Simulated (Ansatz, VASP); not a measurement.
P in VASP and in Ansatz

```
P
1.0
     0.00000    1.85808    1.85808
     1.85808    0.00000    1.85808
     1.85808    1.85808    0.00000
P
1
Direct
  0.00000 0.00000 0.00000
```

Alike in both runs: functional PBE; k mesh 18 × 18 × 18; occupations fermi-dirac, width 0.05 eV; no spin polarisation.

Ansatz relaxed the structure, and its values are those at the end. VASP's run is a single point on that final structure, the one shown.

```csv
,VASP,Ansatz
version,VASP 6.6.1,Ansatz 0.2.0
potentials or method,"VASP PAW PBE potentials, release 64 (P), cutoff 520 eV","all-electron LAPW, scalar-relativistic"
```

Ansatz gave:

| Item | Value |
| --- | --- |
| pressure (GPa) | 15.0 |

Task: What did VASP give for the same quantities?

Result: Pressure (GPa): 14.6.

Ansatz ran all-electron here, so the differences hold the error of VASP's frozen core and of both bases.
